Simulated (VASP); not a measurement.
Input of a VASP 6.6.1 run:

INCAR

```
SYSTEM = W
PREC = Accurate
ENCUT = 300
EDIFF = 1E-7
ISMEAR = 1
SIGMA = 0.1
LREAL = .FALSE.
LASPH = .TRUE.
NELM = 80
ALGO = Fast
ISIF = 2
LWAVE = .FALSE.
LCHARG = .FALSE.
GGA = PE
IBRION = 2
NSW = 40
EDIFFG = -0.01
```

The input KPOINTS:

```
Automatic mesh
0
G
  8 8 8
  0 0 0
```

Contents of POSCAR:

```
W                                       
1.0
   -1.5525529414      1.5525529414      1.5525529414
    1.5525529414     -1.5525529414      1.5525529414
    1.5525529414      1.5525529414     -1.5525529414
  W             
     1
Direct
     0.0000000000000000    0.0000000000000000    0.0000000000000000
```

Potentials or basis: VASP PAW PBE potentials, release 64 (W).

Run with:

```console
$ cat potpaw_PBE.64/W/POTCAR > POTCAR
$ mpirun -np 1 vasp_std > vasp.out
```

(1) Estimate the band gap on the k mesh.

Answers

(1) none (metal or under the smearing width).

Caveat: the relaxation stopped at its first step, so nothing moved.
